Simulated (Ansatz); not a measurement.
TiTe2 built on the fluorite prototype was relaxed with 5 functionals in Ansatz 0.2.0, cell and atoms free, the symmetry of the start kept (meshes: PBE 6×6×6, r2SCAN 6×6×6, PBEsol 6×6×6, LDA 6×6×6, HSE06 4×4×4). The structure was generated, not taken from experiment, and needn't be the ground state; spin polarisation is off.

The HSE06 result:
```
CELL_PARAMETERS angstrom
0.00000 3.42545 3.42545
3.42545 0.00000 3.42545
3.42545 3.42545 0.00000
ATOMIC_POSITIONS crystal
Ti 0.00000 0.00000 0.00000
Te 0.25000 0.25000 0.25000
Te 0.75000 0.75000 0.75000
```

It is cubic, Fm-3m (No. 225); a = 6.851 Å in the conventional setting, 26.80 Å³ an atom. Ti has 8 Te at 2.97 Å; Te has 4 Ti at 2.97 Å.

Question: How does the cell change with PBEsol?

Answer: a = 6.759 Å; the volume differs by -4.0 % from HSE06's. Around Ti lie 8 Te at 2.93 Å; around Te lie 4 Ti at 2.93 Å.

Question: What lattice does r2SCAN give?

Answer: a = 6.880 Å; the volume differs by +1.3 % from HSE06's. Ti has 8 Te at 2.98 Å; Te has 4 Ti at 2.98 Å.

Question: Held at the r2SCAN cell, what mean stress do LDA and PBE find, and does its sign point to their own minimum?

Answer: Yes. LDA -4.95 GPa, and its relaxed volume is -7.5 % from r2SCAN's; PBE -0.24 GPa, and its relaxed volume is -0.4 % from r2SCAN's. Compression counts positive, so a positive stress asks for a larger cell.

The cell is metallic with PBE, r2SCAN, PBEsol, LDA, HSE06, and these meshes limit the relaxed cells of a metal.
